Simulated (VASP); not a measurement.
# AlN (Cmc2_1) in VASP: further runs, part 2 of 2

VASP 6.6.1. Earlier steps stand in the parts before.

### 4 Electrostatic potential, PBE

This run uses another cell than the first one, of 11.03 Å³/atom, 1.038 times its volume.

INCAR reads:

```
PREC = Accurate
ENCUT = 520
EDIFF = 1E-6
ISMEAR = 0
SIGMA = 0.02
LREAL = False
LASPH = True
NELM = 100
ALGO = Fast
ISIF = 2
LWAVE = False
LCHARG = True
GGA = PE
LVHAR = True
KPAR = 8
```

KPOINTS reads:

```
Automatic mesh
0
Gamma
  8 5 5
```

POSCAR reads:

```
AlN                                     
1.0
    3.1943307161      0.0000000000      0.0000000000
    0.0000000000      5.1748157601      0.0000000000
    0.0000000000      0.0000000000      5.3402129618
  Al              N             
     4     4
Direct
     1.0000000000000000    0.9996098332066803    0.3324646670738817
     0.5000000000000000    0.9996098332066803    0.8324646670738818
     0.5000000000000000    0.4996098332066803    0.1675353329261182
     1.0000000000000000    0.4996098332066803    0.6675353329261182
     0.0000000000000000    0.6223901667933196    0.3300688032744849
     0.5000000000000000    0.6223901667933196    0.8300688032744851
     0.5000000000000000    0.1223901667933195    0.1699311967255151
     0.0000000000000000    0.1223901667933195    0.6699311967255149
```

Potentials or basis: VASP PAW PBE potentials, release 64 (Al, N).

Started as:

```console
cat potpaw_PBE.64/Al/POTCAR potpaw_PBE.64/N/POTCAR > POTCAR
mpirun -np 8 vasp_std > vasp.out
```

OUTCAR:

```text
PREC = Accurate
   ENCUT = 520
   EDIFF = 1E-6
   ISMEAR = 0
   LREAL = False
   LASPH = True
   NELM = 100
   ISIF = 2
   GGA = PE

 ion  position               nearest neighbor table
   1  0.000  1.000  0.332-   8 1.91   7 1.93   7 1.93   5 1.95   2 3.11   2 3.11   2 3.11   2 3.11
                             4 3.15   4 3.15   3 3.17   3 3.17   3 3.17   3 3.17
   2  0.500  1.000  0.832-   7 1.91   8 1.93   8 1.93   6 1.95   1 3.11   1 3.11   1 3.11   1 3.11
[... 819 lines left out ...]
  Total       -4.5534269     -6.3690590      0.0861143      0.0000000      0.0000000      0.0000000
  in kB      -82.6448146   -115.5985820      1.5629760      0.0000000      0.0000000      0.0000000
  external PRESSURE =     -65.5601402 kB  Pullay stress =       0.0000000 kB

 VOLUME and BASIS-vectors are now :
 -----------------------------------------------------------------------------
  energy-cutoff  :      520.00
  volume of cell :       88.27
      direct lattice vectors                 reciprocal lattice vectors
     3.194330716  0.000000000  0.000000000     0.313054624  0.000000000  0.000000000
     0.000000000  5.174815760  0.000000000     0.000000000  0.193243595  0.000000000
     0.000000000  0.000000000  5.340212962     0.000000000  0.000000000  0.187258450

 POSITION                                       TOTAL-FORCE (eV/Angst)
 -----------------------------------------------------------------------------------
      0.00000      5.17280      1.77543        -0.000000     -0.000421     -0.004521
      1.59717      5.17280      4.44554        -0.000000     -0.000421     -0.004521
      1.59717      2.58539      0.89467        -0.000000     -0.000421      0.004521
      0.00000      2.58539      3.56478        -0.000000     -0.000421      0.004521
      0.00000      3.22075      1.76264        -0.000000      0.000421     -0.006459
      1.59717      3.22075      4.43274        -0.000000      0.000421     -0.006459
      1.59717      0.63335      0.90747         0.000000      0.000421      0.006459
      0.00000      0.63335      3.57758        -0.000000      0.000421      0.006459
 -----------------------------------------------------------------------------------
    total drift:                                0.000000     -0.000545      0.000001

  FREE ENERGIE OF THE ION-ELECTRON SYSTEM (eV)
  ---------------------------------------------------
  free  energy   TOTEN  =       -59.4164021520 eV

  energy  without entropy=      -59.4164021520  energy(sigma->0) =      -59.41640215
```

OSZICAR:

```text
N       E                     dE             d eps       ncg     rms          rms(c)
DAV:   1     0.130242274938E+03    0.13024E+03   -0.15022E+04  1890   0.137E+03
DAV:   2    -0.576070017740E+02   -0.18785E+03   -0.17801E+03  2703   0.259E+02
DAV:   3    -0.684017859425E+02   -0.10795E+02   -0.10750E+02  2325   0.696E+01
DAV:   4    -0.685300894032E+02   -0.12830E+00   -0.12818E+00  2280   0.853E+00
DAV:   5    -0.685325452668E+02   -0.24559E-02   -0.24555E-02  2296   0.119E+00    0.167E+01
RMM:   6    -0.590709191097E+02    0.94616E+01   -0.36548E+01  2050   0.320E+01    0.569E+00
RMM:   7    -0.594354896506E+02   -0.36457E+00   -0.56604E+00  2215   0.173E+01    0.395E+00
RMM:   8    -0.594109520657E+02    0.24538E-01   -0.36180E-01  2115   0.451E+00    0.644E-01
RMM:   9    -0.594155896987E+02   -0.46376E-02   -0.66065E-02  2306   0.158E+00    0.507E-01
RMM:  10    -0.594151835252E+02    0.40617E-03   -0.21664E-02  2346   0.825E-01    0.338E-01
RMM:  11    -0.594187226445E+02   -0.35391E-02   -0.64863E-03  2154   0.606E-01    0.296E-01
RMM:  12    -0.594162290993E+02    0.24935E-02   -0.97094E-03  2320   0.551E-01    0.644E-02
RMM:  13    -0.594163644595E+02   -0.13536E-03   -0.14792E-03  2315   0.280E-01    0.354E-02
RMM:  14    -0.594163974576E+02   -0.32998E-04   -0.22782E-04  2372   0.875E-02    0.157E-02
RMM:  15    -0.594164018873E+02   -0.44297E-05   -0.90490E-05  2320   0.473E-02    0.834E-03
RMM:  16    -0.594164021520E+02   -0.26468E-06   -0.94124E-06  1954   0.210E-02
   1 F= -.59416402E+02 E0= -.59416402E+02  d E =-.103687E-16
```

stdout:

```text
POSCAR found type information on POSCAR AlN
 POSCAR found :  2 types and       8 ions
 scaLAPACK will be used
 -----------------------------------------------------------------------------
|                                                                             |
|           W    W    AA    RRRRR   N    N  II  N    N   GGGG   !!!           |
|           W    W   A  A   R    R  NN   N  II  NN   N  G    G  !!!           |
|           W    W  A    A  R    R  N N  N  II  N N  N  G       !!!           |
|           W WW W  AAAAAA  RRRRR   N  N N  II  N  N N  G  GGG   !            |
|           WW  WW  A    A  R   R   N   NN  II  N   NN  G    G                |
|           W    W  A    A  R    R  N    N  II  N    N   GGGG   !!!           |
|                                                                             |
|     For optimal performance we recommend to set                             |
|     This setting can greatly improve the performance of VASP for DFT.       |
|     The default, NCORE=1 might be grossly inefficient on modern             |
|     multi-core architectures or massively parallel machines. Do your        |
|     Unfortunately you need to use the default for GW and RPA                |
|     calculations (for HF NCORE is supported but not extensively tested      |
|     yet).                                                                   |
|                                                                             |
 -----------------------------------------------------------------------------

 LDA part: xc-table for (Slater+PW92), standard interpolation
 POSCAR, INCAR and KPOINTS ok, starting setup
 FFT: planning ... GRIDC
 FFT: planning ... GRID_SOFT
 FFT: planning ... GRID
 WAVECAR not read
 entering main loop
```

It took 10 s on 8 MPI ranks of Intel Xeon Platinum 8559C (Emerald Rapids), shared host; peak memory 0.23 GiB.

What came out:

```
Free energy            : -59.4164 eV
Pressure               : -6.6 GPa
Largest force          : 0.006 eV/Å
Band gap on the k mesh : 3.70 eV
```

Forces on the atoms (eV/Å):
```
Al   0.000  0.000 -0.005
Al   0.000  0.000 -0.005
Al   0.000  0.000  0.005
Al   0.000  0.000  0.005
N    0.000  0.000 -0.006
N    0.000  0.000 -0.006
N    0.000  0.000  0.006
N    0.000  0.000  0.006
```

Levels at points of the mesh, in eV from the valence-band top:
```
           k point  band 12  band 13  band 14  band 15  band 16  band 17  band 18  band 19  band 20  band 21
(0.00, 0.00, 0.00)    -0.81    -0.53    -0.21    -0.14     0.00     3.70     5.36     5.48     6.44     7.52
(0.50, 0.00, 0.00)    -2.72    -1.70    -1.70    -1.39    -1.39     5.58     5.58     7.71     7.72     8.64
```

### 5 Summary

| task | level | potentials or basis | cell | cutoff (eV) | gap on the mesh (eV) | pressure (GPa) | largest force (eV/Å) |
| --- | --- | --- | --- | --- | --- | --- | --- |
| electrostatic potential | LDA | VASP PAW LDA potentials, release 64 (Al, N) | Cmc2_1, 10.63 Å³/atom | 520 | 4.03 | -7.2 | - |
| relaxation of cell and atoms | PBE | VASP PAW PBE potentials, release 64 (Al, N) | relaxed | 600 | 3.70 | -6.6 | 0.01 |
| electrostatic potential | PBE | VASP PAW PBE potentials, release 64 (Al, N) | Cmc2_1, 11.03 Å³/atom | 520 | 3.70 | -6.6 | 0.01 |

Alike in all rows: no spin polarisation; k mesh 8 × 5 × 5; smearing gaussian 0.02 eV.

Total energies depend on the potentials used, so only differences within one code and one set of settings carry meaning.
